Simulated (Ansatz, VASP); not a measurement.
SiC: VASP beside Ansatz

```
CELL_PARAMETERS angstrom
3.07600 0.00000 0.00000
-1.53800 2.66389 0.00000
0.00000 0.00000 4.99752
ATOMIC_POSITIONS crystal
Si 0.33333 0.66667 0.00000
Si 0.66667 0.33333 0.50000
C 0.33333 0.66667 0.38500
C 0.66667 0.33333 0.88500
```

Change from the starting cell: zz strain of -1 %.

Alike in both runs: task single point; functional PBEsol; k mesh 15 × 15 × 8; occupations fermi-dirac, width 0.08 eV; no spin polarisation.

|  | VASP | Ansatz |
| --- | --- | --- |
| version | VASP 6.6.1 | Ansatz 0.2.0 |
| potentials or method | VASP PAW PBE potentials, release 64 (Si, C), cutoff 520 eV | all-electron LAPW, scalar-relativistic |

|  | VASP | Ansatz | Ansatz less VASP |
| --- | --- | --- | --- |
| pressure (GPa) | 2.7 | 2.3 | -0.42 |
| rms of the force components (eV/Å) | 0.392 | 0.390 | -0.0020 |

Atom by atom the forces differ by 0.002 eV/Å (rms over components). Ansatz ran all-electron here, so the differences hold the error of VASP's frozen core and of both bases.

Caveats: the PAW data sets were made with another functional, which shifts forces and pressure a little (VASP). A k mesh can miss the band edges.
